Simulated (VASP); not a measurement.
Set up this calculation in VASP 6.6.1, as the native input.

```yaml
Task: single point
Functional: r2SCAN
Potentials_or_basis: VASP PAW PBE potentials, release 64 (Li_sv)
Cutoff: 520 eV
k_mesh: 12 × 12 × 7
Occupations: fermi-dirac, width 0.1 eV
Spin: no spin polarisation
Dipole_correction: no
Further_INCAR_settings: ALGO = Normal; EDIFF = 1e-07; NBANDS = 10
```

Li:

```
Li
1.0
     3.14084    0.00000    0.00000
    -1.57042    2.72005    0.00000
     0.00000    0.00000    5.14185
Li
2
Cartesian
  0.0000 1.8134 1.2855
  1.5704 0.9067 3.8564
```

This isn't the form of Li at room conditions, which is bcc.

The input as run:

POSCAR

```
Li
1.0
    3.1408384300      0.0000000000      0.0000000000
   -1.5704192100      2.7200508800      0.0000000000
    0.0000000000      0.0000000000      5.1418483200
Li
2
Direct
    0.3333300000      0.6666700000      0.2500000000
    0.6666600000      0.3333300000      0.7500000000
```

INCAR.step1

```
SYSTEM = Li
PREC = Accurate
ENCUT = 520
ISMEAR = -1
SIGMA = 0.1
LREAL = .False.
LASPH = .True.
NELM = 100
NBANDS = 10
GGA = PE
ALGO = Normal
EDIFF = 1E-4
LWAVE = .True.
LCHARG = .False.
```

INCAR.step2

```
SYSTEM = Li
PREC = Accurate
ENCUT = 520
EDIFF = 1E-7
ISMEAR = -1
SIGMA = 0.1
LREAL = .False.
LASPH = .True.
NELM = 100
ALGO = Normal
ISIF = 2
LWAVE = .False.
LCHARG = .False.
METAGGA = R2SCAN
LMIXTAU = .True.
NBANDS = 10
ISTART = 1
```

KPOINTS

```
Automatic mesh
0
Gamma
  12 12 7
  0 0 0
```

Potentials or basis: VASP PAW PBE potentials, release 64 (Li_sv).

The run is started by

```console
$ cat potpaw_PBE.64/Li_sv/POTCAR > POTCAR
$ cp INCAR.step1 INCAR
$ mpirun -np 1 vasp_std > vasp.out
$ cp INCAR.step2 INCAR
$ mpirun -np 1 vasp_std > vasp.out
```

It gave:

The band gap on the k mesh is none (metal or under the smearing width).

Wall time 3.9 min on 1 thread of AMD EPYC 9R45 (Zen 5), on a shared host, peak memory 0.16 GiB.
